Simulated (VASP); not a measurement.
# CdS (Hawleyite): relaxation of cell and atoms with PBE

Crystal: CdS (Hawleyite).

```
Cd S
1.0
     0.00000    2.91650    2.91650
     2.91650    0.00000    2.91650
     2.91650    2.91650    0.00000
Cd S
1 1
Direct
  0.00000 0.00000 0.00000
  0.25000 0.25000 0.25000
```

```json
{"Program": "VASP 6.6.1", "Task": "relaxation of cell and atoms", "Functional": "PBE", "Potentials or basis": "VASP PAW PBE potentials, release 64 (Cd, S)", "Cutoff": "600 eV", "k mesh": "8 × 8 × 8", "Occupations": "gaussian, width 0.03 eV", "Spin": "no spin polarisation", "Further INCAR settings": "ALGO = Normal; EDIFF = 1e-06; IBRION = 2; EDIFFG = -0.01; NSW = 90; ISIF = 3"}
```

```
Relaxed volume                         : 26.15 Å³/atom
Relaxed cell                           : a = 4.197 Å, b = 4.197 Å, c = 4.197 Å, α = 60.00°, β = 60.00°, γ = 60.00°
Space group after relaxing (to 0.05 Å) : F-43m (No. 216)
Energy gained by relaxing              : 12.6 meV/atom
Ionic steps                            : 3
Pressure after relaxing                : 0.0 GPa
Band gap on the k mesh                 : 1.03 eV, direct
```

The path:
```
step  energy change (eV)  largest force (eV/Å)  pressure (GPa)  volume (Å³)
   1              0.0000                0.0000            3.18        49.62
   2             -0.0226                0.0000           -0.91        53.23
   3             -0.0253                0.0000            0.03        52.29
```

Final structure:
```cif
data_structure
_symmetry_space_group_name_H-M 'P 1'
_symmetry_Int_Tables_number 1
_cell_length_a 4.1974
_cell_length_b 4.1974
_cell_length_c 4.1974
_cell_angle_alpha 60.000
_cell_angle_beta 60.000
_cell_angle_gamma 60.000
_cell_volume 52.29
loop_
_atom_site_label
_atom_site_type_symbol
_atom_site_fract_x
_atom_site_fract_y
_atom_site_fract_z
_atom_site_occupancy
Cd1 Cd 0.00000 0.00000 0.00000 1
S1 S 0.25000 0.25000 0.25000 1
```

Levels at points of the mesh, in eV from the valence-band top:
```tsv
k point	band 5	band 6	band 7	band 8	band 9	band 10	band 11	band 12	band 13
(0.00, 0.00, 0.00)	-7.14	-7.14	0.00	0.00	0.00	1.03	6.55	6.55	6.55
(0.50, 0.00, 0.00)	-7.11	-6.81	-4.09	-0.68	-0.68	2.93	7.00	7.00	7.32
(0.50, 0.50, 0.00)	-7.07	-6.75	-3.73	-1.70	-1.70	3.64	4.28	9.02	10.47
```

Wall time 26 s on 1 thread of Intel(R) Xeon(R) 6975P-C (Granite Rapids), on a shared host, peak memory 0.22 GiB.

A hybrid or GW would open this gap; PBE tends to underestimate it. Zero-point motion and thermal expansion aren't in these numbers.
